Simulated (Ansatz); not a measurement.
ZrS2:

```
CELL_PARAMETERS angstrom
3.69138 0.00000 0.00000
-1.84569 3.19683 0.00000
0.00000 0.00000 6.04108
ATOMIC_POSITIONS crystal
Zr 0.00000 0.00000 0.00000
S 0.33333 0.66667 0.23791
S 0.66667 0.33333 0.76209
```

The cell is a database's computed one.

Base run:

```yaml
Program: Ansatz 0.2.0
Functional: PBEsol
Potentials_or_basis: Ansatz PAW
Cutoff: 420 eV
Density_cutoff: 1680 eV
k_mesh: 8 × 8 × 5
Occupations: fermi-dirac, width 0.05 eV
Spin: no spin polarisation
```

Its results: band gap on the k mesh 0.98 eV, indirect (least direct gap 1.58 eV); pressure -2.5 GPa; largest force 0.152 eV/Å.

Task: The run is repeated on the same cell with these changes: functional from PBEsol to r2SCAN; cutoff from 420 eV to 500 eV; density cutoff from 1680 eV to 2000 eV. What comes out?

Result: Band gap on the k mesh 1.36 eV, indirect (least direct gap 1.95 eV); pressure 0.0 GPa; largest force 0.020 eV/Å.

r2SCAN gives the wider gap, since meta-GGAs in the generalised Kohn-Sham scheme recover part of the derivative discontinuity.

Caveats: the PAW data sets come from PBE, with cores solved anew for the run's functional, which leaves a small shift of forces and pressure; this functional lacks dispersion, which binds the layers, so the pressure and a relaxed spacing across them are unreliable (some runs).

Not every run made on this cell is shown here.
